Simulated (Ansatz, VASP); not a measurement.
**BeTe: VASP beside Ansatz**

```xyz
2
Lattice="0.0000 2.8024 2.8024 2.8024 0.0000 2.8024 2.8024 2.8024 0.0000" Properties=species:S:1:pos:R:3 pbc="T T T"
Be    0.0000    0.0000    0.0000
Te    1.4012    1.4012    1.4012
```

Alike in both runs: functional PBEsol; k mesh 8 × 8 × 8; no spin polarisation.

Ansatz relaxed the structure, and its values are those at the end. VASP's run is a single point on that final structure, the one shown.

|  | VASP | Ansatz |
| --- | --- | --- |
| version | VASP 6.6.1 | Ansatz 0.2.0 |
| potentials or method | VASP PAW PBE potentials, release 64 (Be, Te) | scalar-relativistic, plane waves, PAW |
| plane-wave cutoff (eV) | 520 | 420 |
| occupations | gaussian, width 0.01 eV | fixed |
| valence electrons in the cell | 8 | 18 |

Ansatz gave:

```
gap on the k mesh at the Fermi level (eV) : 1.84
least direct gap on the mesh (eV)         : 3.61
pressure (GPa)                            : 0.0
```

What did VASP give for the same quantities?

gap on the k mesh at the Fermi level (eV): 1.82; least direct gap on the mesh (eV): 3.59; pressure (GPa): 0.3.

The two sets of potentials don't hold the same shells in valence.

Caveats: the PAW data sets were made with another functional, which shifts forces and pressure a little (VASP); spin-orbit coupling is left out, which moves the levels of the heavy elements. A k mesh can miss the band edges.
